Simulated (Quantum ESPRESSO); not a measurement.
# HfO2 (P1) in Quantum ESPRESSO: projected density of states with BLYP

Aim: the projected density of states of HfO2 with BLYP.

All numbers are computed with Quantum ESPRESSO 7.5; they aren't measurements. Logs are shortened: lines on timing, memory, paths and dates and some standing lists are left out, and cuts for length are marked.

### 1 Starting point

The typed cell holds 3 atoms: a = 3.716 Å, b = 3.469 Å, c = 3.928 Å, α = 58.42°, β = 57.10°, γ = 55.14°.

### 2 Projected density of states, BLYP

The input, pw.in:

```
&CONTROL
  calculation = 'scf'
  prefix = 'pwscf'
  outdir = './tmp'
  pseudo_dir = './pseudo'
  tprnfor = .true.
  tstress = .true.
  disk_io = 'low'
/
&SYSTEM
  ibrav = 0
  nat = 3
  ntyp = 2
  ecutwfc = 45
  ecutrho = 360
  nbnd = 19
  input_dft = 'blyp'
  occupations = 'smearing'
  smearing = 'fd'
  degauss = 0.00999582
/
&ELECTRONS
  conv_thr = 6d-10
  electron_maxstep = 120
  mixing_beta = 0.5
/
ATOMIC_SPECIES
Hf   178.4900 hf_lda_v1.uspp.F.UPF
O     15.9990 o_lda_v1.2.uspp.F.UPF
CELL_PARAMETERS angstrom
   0.1428399600    2.6750419300    2.5747908500
   2.4191674000    0.2436386600    2.4739921600
   2.6987388300    2.8538146700   -0.0359327800
ATOMIC_POSITIONS crystal
Hf     0.9979745300    0.0021660100    0.9996449700
O      0.2498850400    0.2469299000    0.2558775700
O      0.7521404200    0.7509040900    0.7444774600
K_POINTS automatic
9 10 9 0 0 0
```

The input, pp_density.in:

```
&INPUTPP
  prefix = 'pwscf'
  outdir = './tmp'
  filplot = 'density.dat'
  plot_num = 0
/
&PLOT
  nfile = 1
  filepp(1) = 'density.dat'
  iflag = 3
  output_format = 6
  fileout = 'density.cube'
/
```

The input, pp_potential.in:

```
&INPUTPP
  prefix = 'pwscf'
  outdir = './tmp'
  filplot = 'potential.dat'
  plot_num = 11
/
&PLOT
  nfile = 1
  filepp(1) = 'potential.dat'
  iflag = 3
  output_format = 6
  fileout = 'potential.cube'
/
```

The input, nscf.in:

```
&CONTROL
  calculation = 'nscf'
  prefix = 'pwscf'
  outdir = './tmp'
  pseudo_dir = './pseudo'
  disk_io = 'low'
/
&SYSTEM
  ibrav = 0
  nat = 3
  ntyp = 2
  ecutwfc = 45
  ecutrho = 360
  nbnd = 19
  input_dft = 'blyp'
  occupations = 'tetrahedra_opt'
/
&ELECTRONS
  conv_thr = 1d-08
  electron_maxstep = 120
  mixing_beta = 0.5
/
ATOMIC_SPECIES
Hf   178.4900 hf_lda_v1.uspp.F.UPF
O     15.9990 o_lda_v1.2.uspp.F.UPF
CELL_PARAMETERS angstrom
   0.1428399600    2.6750419300    2.5747908500
   2.4191674000    0.2436386600    2.4739921600
   2.6987388300    2.8538146700   -0.0359327800
ATOMIC_POSITIONS crystal
Hf     0.9979745300    0.0021660100    0.9996449700
O      0.2498850400    0.2469299000    0.2558775700
O      0.7521404200    0.7509040900    0.7444774600
K_POINTS automatic
14 15 14 0 0 0
```

The input, projwfc.in:

```
&PROJWFC
  prefix = 'pwscf'
  outdir = './tmp'
  filpdos = 'p'
  Emin = -2
  Emax = 23
  DeltaE = 0.05
/
```

Potentials or basis: GBRV 1.5 LDA.

Started as:

```console
OMP_NUM_THREADS=1 pw.x -in pw.in > pw.out
OMP_NUM_THREADS=1 pp.x -in pp_density.in > pp_density.out
OMP_NUM_THREADS=1 pp.x -in pp_potential.in > pp_potential.out
OMP_NUM_THREADS=1 pw.x -in nscf.in > nscf.out
OMP_NUM_THREADS=1 projwfc.x -in projwfc.in > projwfc.out
```

pw.out:

```text
This program is part of the open-source Quantum ESPRESSO suite
     for quantum simulation of materials; please cite
         "P. Giannozzi et al., J. Phys.:Condens. Matter 21 395502 (2009);
         "P. Giannozzi et al., J. Phys.:Condens. Matter 29 465901 (2017);
         "P. Giannozzi et al., J. Chem. Phys. 152 154105 (2020);
     in publications or presentations arising from this work. More details at

     IMPORTANT: XC functional enforced from input :
     Exchange-correlation= BLYP
                           (   1   3   1   3   0   0   0)
     Any further DFT definition will be discarded
     Please, verify this is what you really want

     G-vector sticks info
     --------------------
     sticks:   dense  smooth     PW     G-vecs:    dense   smooth      PW
     Sum        1083     531    183                25811     9087    1789

     Using Slab Decomposition

     bravais-lattice index     =            0
     lattice parameter (alat)  =       7.0215  a.u.
     unit-cell volume          =     223.8162 (a.u.)^3
     number of atoms/cell      =            3
     number of atomic types    =            2
     number of electrons       =        24.00
     number of Kohn-Sham states=           19
     kinetic-energy cutoff     =      45.0000  Ry
     charge density cutoff     =     360.0000  Ry
     scf convergence threshold =      6.0E-10
     mixing beta               =       0.5000
     number of iterations used =            8  plain     mixing
     Exchange-correlation= BLYP
                           (   1   3   1   3   0   0   0)

     celldm(1)=   7.021496  celldm(2)=   0.000000  celldm(3)=   0.000000
     celldm(4)=   0.000000  celldm(5)=   0.000000  celldm(6)=   0.000000

     crystal axes: (cart. coord. in units of alat)
               a(1) = (   0.038443   0.719946   0.692965 )
               a(2) = (   0.651081   0.065572   0.665836 )
               a(3) = (   0.726323   0.768060  -0.009671 )

     reciprocal axes: (cart. coord. in units 2 pi/alat)
               b(1) = ( -0.791951  0.757727  0.699780 )
               b(2) = (  0.833965 -0.779039  0.763106 )
               b(3) = (  0.671142  0.658231 -0.721092 )

     PseudoPot. # 1 for Hf read from file:
     hf_lda_v1.uspp.F.UPF
     Pseudo is Ultrasoft + core correction, Zval = 12.0
     Generated by new atomic code, or converted to UPF format
     Using radial grid of  921 points,  8 beta functions with:
                l(1) =   0
                l(2) =   0
                l(3) =   0
                l(4) =   1
                l(5) =   1
                l(6) =   2
                l(7) =   2
                l(8) =   3
     Q(r) pseudized with  6 coefficients,  rinner =    1.200   1.200   1.200
                                                       1.200   1.200   1.200
                                                       1.200

     PseudoPot. # 2 for O  read from file:
     o_lda_v1.2.uspp.F.UPF
     Pseudo is Ultrasoft + core correction, Zval =  6.0
     Generated by new atomic code, or converted to UPF format
     Using radial grid of  737 points,  5 beta functions with:
                l(1) =   0
                l(2) =   0
                l(3) =   1
                l(4) =   1
                l(5) =   2
     Q(r) pseudized with  8 coefficients,  rinner =    0.900   0.900   0.900
                                                       0.900   0.900

     atomic species   valence    mass     pseudopotential
     Hf               12.00   178.49000     Hf( 1.00)
     O                 6.00    15.99900     O ( 1.00)

     No symmetry found

   Cartesian axes

     site n.     atom                  positions (alat units)
         1        Hf     tau(   1) = (   0.7658411   1.4864166   0.6833361  )
         2        O      tau(   2) = (   0.3562276   0.3926245   0.3351019  )
         3        O      tau(   3) = (   1.0585456   1.1625414   1.0139864  )

     number of k points=   406  Fermi-Dirac smearing, width (Ry)=  0.0100

     Number of k-points >= 100: set verbosity='high' to print them.

     Dense  grid:    25811 G-vectors     FFT dimensions: (  45,  40,  45)

     Smooth grid:     9087 G-vectors     FFT dimensions: (  30,  27,  32)

     Check: negative core charge=   -0.000002

     Initial potential from superposition of free atoms

     starting charge      22.0000, renormalised to      24.0000

     negative rho (up, down):  1.169E-01 0.000E+00
     Starting wfcs are   21 randomized atomic wfcs

     Self-consistent Calculation

     iteration #  1     ecut=    45.00 Ry     beta= 0.50
     Davidson diagonalization with overlap
     ethr =  1.00E-02,  avg # of iterations =  2.4

     negative rho (up, down):  1.117E-01 0.000E+00

     total energy              =    -223.89982228 Ry
     estimated scf accuracy    <       1.26990506 Ry

     iteration #  2     ecut=    45.00 Ry     beta= 0.50
     Davidson diagonalization with overlap
     ethr =  5.29E-03,  avg # of iterations =  2.0

     negative rho (up, down):  1.118E-01 0.000E+00

     total energy              =    -224.11069736 Ry
     estimated scf accuracy    <       0.28176815 Ry

     iteration #  3     ecut=    45.00 Ry     beta= 0.50
     Davidson diagonalization with overlap
     ethr =  1.17E-03,  avg # of iterations =  2.0

     negative rho (up, down):  1.130E-01 0.000E+00

     total energy              =    -224.15408402 Ry
     estimated scf accuracy    <       0.02880426 Ry

     iteration #  4     ecut=    45.00 Ry     beta= 0.50
     Davidson diagonalization with overlap
     ethr =  1.20E-04,  avg # of iterations =  2.3

     negative rho (up, down):  1.141E-01 0.000E+00

     total energy              =    -224.16016457 Ry
     estimated scf accuracy    <       0.00125347 Ry

     iteration #  5     ecut=    45.00 Ry     beta= 0.50
     Davidson diagonalization with overlap
     c_bands:  1 eigenvalues not converged
     ethr =  5.22E-06,  avg # of iterations =  3.0

     negative rho (up, down):  1.143E-01 0.000E+00

     total energy              =    -224.16038307 Ry
     estimated scf accuracy    <       0.00041616 Ry

     iteration #  6     ecut=    45.00 Ry     beta= 0.50
     Davidson diagonalization with overlap
     ethr =  1.73E-06,  avg # of iterations =  2.0

     negative rho (up, down):  1.143E-01 0.000E+00

     total energy              =    -224.16049705 Ry
     estimated scf accuracy    <       0.00004955 Ry

     iteration #  7     ecut=    45.00 Ry     beta= 0.50
     Davidson diagonalization with overlap
     ethr =  2.06E-07,  avg # of iterations =  1.0

     negative rho (up, down):  1.143E-01 0.000E+00

     total energy              =    -224.16050111 Ry
     estimated scf accuracy    <       0.00000350 Ry

     iteration #  8     ecut=    45.00 Ry     beta= 0.50
     Davidson diagonalization with overlap
     ethr =  1.46E-08,  avg # of iterations =  1.0

     negative rho (up, down):  1.142E-01 0.000E+00

     total energy              =    -224.16050131 Ry
     estimated scf accuracy    <       0.00000042 Ry

     iteration #  9     ecut=    45.00 Ry     beta= 0.50
     Davidson diagonalization with overlap
     ethr =  1.74E-09,  avg # of iterations =  1.1

     negative rho (up, down):  1.142E-01 0.000E+00

     total energy              =    -224.16050132 Ry
     estimated scf accuracy    <       0.00000006 Ry

     iteration # 10     ecut=    45.00 Ry     beta= 0.50
     Davidson diagonalization with overlap
     ethr =  2.58E-10,  avg # of iterations =  1.4

     negative rho (up, down):  1.142E-01 0.000E+00

     End of self-consistent calculation

     Number of k-points >= 100: set verbosity='high' to print the bands.

     the Fermi energy is    14.3447 ev

!    total energy              =    -224.16050133 Ry
     estimated scf accuracy    <          2.4E-10 Ry
     smearing contrib. (-TS)   =      -0.00000002 Ry
     internal energy E=F+TS    =    -224.16050131 Ry

     The total energy is F=E-TS. E is the sum of the following terms:
     one-electron contribution =     -28.05512865 Ry
     hartree contribution      =      28.78244024 Ry
     xc contribution           =     -90.54947225 Ry
     ewald contribution        =    -134.33834065 Ry

     convergence has been achieved in  10 iterations

     negative rho (up, down):  1.142E-01 0.000E+00

     Forces acting on atoms (cartesian axes, Ry/au):

     atom    1 type  1   force =    -0.00381735    0.00358465   -0.00210553
     atom    2 type  2   force =    -0.02850465    0.01487115   -0.03851912
     atom    3 type  2   force =     0.03232201   -0.01845581    0.04062466

     Total force =     0.074732     Total SCF correction =     0.000009

     Computing stress (Cartesian axis) and pressure

     negative rho (up, down):  1.142E-01 0.000E+00
          total   stress  (Ry/bohr**3)                   (kbar)     P=       95.29
   0.00142405  -0.00109234   0.00048167          209.48     -160.69       70.86
  -0.00109234  -0.00025689  -0.00045663         -160.69      -37.79      -67.17
   0.00048167  -0.00045663   0.00077610           70.86      -67.17      114.17

=------------------------------------------------------------------------------=
   JOB DONE.
=------------------------------------------------------------------------------=
```

Wall time 4.6 min (1 thread of AMD EPYC 7R13 (Zen 3), shared host); peak memory 0.54 GiB.

What came out:

```
Free energy            : -3049.8590 eV
Pressure               : 9.5 GPa
Largest force          : 1.417 eV/Å
Band gap on the k mesh : 3.66 eV, indirect (least direct gap 3.88 eV)
Loewdin charges        : Hf +0.87; O -0.42 e
```

Forces in eV/Å, atoms in the order of the input:
```
Hf  -0.098  0.092 -0.054
O   -0.733  0.382 -0.990
O    0.831 -0.475  1.045
```

States per cell in windows of 0.5 eV (zero at the valence-band top; states under -8 eV left out):
```csv
from (eV),total,Hf#1 d wfc5,O#3 p wfc2,O#2 p wfc2,Hf#1 p wfc4,Hf#1 s wfc3,O#2 s wfc1
-8.0,0.00,0.00,0.00,0.00,0.00,0.00,0.00
-7.5,0.00,0.00,0.00,0.00,0.00,0.00,0.00
-7.0,0.00,0.00,0.00,0.00,0.00,0.00,0.00
-6.5,0.08,0.01,0.03,0.03,0.00,0.01,0.00
-6.0,0.25,0.04,0.08,0.08,0.01,0.03,0.00
-5.5,0.73,0.15,0.25,0.25,0.03,0.04,0.00
-5.0,1.52,0.35,0.52,0.52,0.08,0.03,0.00
-4.5,1.51,0.26,0.55,0.55,0.07,0.05,0.01
-4.0,1.18,0.17,0.45,0.44,0.05,0.04,0.01
-3.5,0.80,0.10,0.32,0.31,0.04,0.02,0.01
-3.0,0.77,0.08,0.30,0.31,0.03,0.01,0.01
-2.5,1.19,0.12,0.49,0.49,0.05,0.01,0.01
-2.0,1.39,0.12,0.59,0.60,0.05,0.01,0.01
-1.5,1.37,0.10,0.60,0.61,0.03,0.00,0.01
-1.0,1.02,0.05,0.47,0.47,0.01,0.00,0.00
-0.5,0.21,0.00,0.10,0.10,0.00,0.00,0.00
0.0,0.00,0.00,0.00,0.00,0.00,0.00,0.00
0.5,0.00,0.00,0.00,0.00,0.00,0.00,0.00
1.0,0.00,0.00,0.00,0.00,0.00,0.00,0.00
1.5,0.00,0.00,0.00,0.00,0.00,0.00,0.00
2.0,0.00,0.00,0.00,0.00,0.00,0.00,0.00
2.5,0.00,0.00,0.00,0.00,0.00,0.00,0.00
3.0,0.00,0.00,0.00,0.00,0.00,0.00,0.00
3.5,0.14,0.12,0.01,0.01,0.00,0.00,0.00
4.0,1.46,1.25,0.07,0.07,0.01,0.03,0.00
4.5,1.05,0.91,0.05,0.05,0.01,0.01,0.00
5.0,1.23,1.10,0.05,0.05,0.01,0.01,0.00
5.5,0.44,0.38,0.01,0.01,0.00,0.00,0.01
6.0,0.63,0.50,0.02,0.02,0.01,0.02,0.03
6.5,0.99,0.65,0.05,0.05,0.07,0.04,0.05
7.0,0.86,0.56,0.07,0.07,0.06,0.03,0.03
7.5,0.85,0.55,0.09,0.09,0.04,0.04,0.02
```

Caveat: the potentials were made for another functional, which shifts forces and pressure; spin-orbit coupling is left out, which moves the levels of the heavy elements; an odd mesh through Γ misses points on the zone boundary, where band edges often lie.

### 3 For comparison

An earlier run on the cell as given: functional PBE; potentials or basis SSSP 1.3 efficiency PBE; cutoff 816 eV; density cutoff 5987 eV; k mesh 9 × 10 × 9; occupations fermi-dirac, width 0.05 eV; no spin polarisation.

* Pressure: 4.2 GPa
* Largest force: 1.337 eV/Å
* Band gap on the k mesh: 3.54 eV, indirect (least direct gap 3.76 eV)
